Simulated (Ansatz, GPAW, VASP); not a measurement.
**TePt: programs and potentials compared**

```
CELL_PARAMETERS angstrom
0.00000 3.24504 3.24504
3.24504 0.00000 3.24504
3.24504 3.24504 0.00000
ATOMIC_POSITIONS crystal
Pt 0.00000 0.00000 0.00000
Te 0.25000 0.25000 0.25000
```

Measurements of this composition are mostly on another form, of space group No. 166.

Alike in all runs: task single point; functional PBEsol; k mesh 5 × 5 × 5; occupations gaussian, width 0.05 eV; no spin polarisation; hubbard terms Pt d U = 6 eV; no spin-orbit coupling. Pressure is positive in compression and, in plane waves, holds the error of the finite cutoff, which Ansatz's Pulay term estimates and takes out.

| program and potentials | plane-wave cutoff (eV) | notes | pressure (GPa) |
| --- | --- | --- | --- |
| Ansatz, Ansatz PAW | 420 | potentials made for PBE, which Ansatz adapts in part; 17 valence electrons an atom on average; Pulay term of +0.02 GPa included | -12.40 |
| VASP, PBE PAW files Pt, Te, 520 eV | 520 | potentials made for PBE; 8 valence electrons an atom on average | -14.04 |
| GPAW, PAW data sets generated for this functional | 600 | 11 valence electrons an atom on average | -12.82 |

The pressure spans -14.04 (VASP, PBE PAW files Pt, Te, 520 eV) to -12.40 GPa (Ansatz, Ansatz PAW). The cell lies far from this level's equilibrium.

The functional is the same throughout but for its coding, so the spread measures potentials, basis and numerics; runs on potential files found faulty are left out.
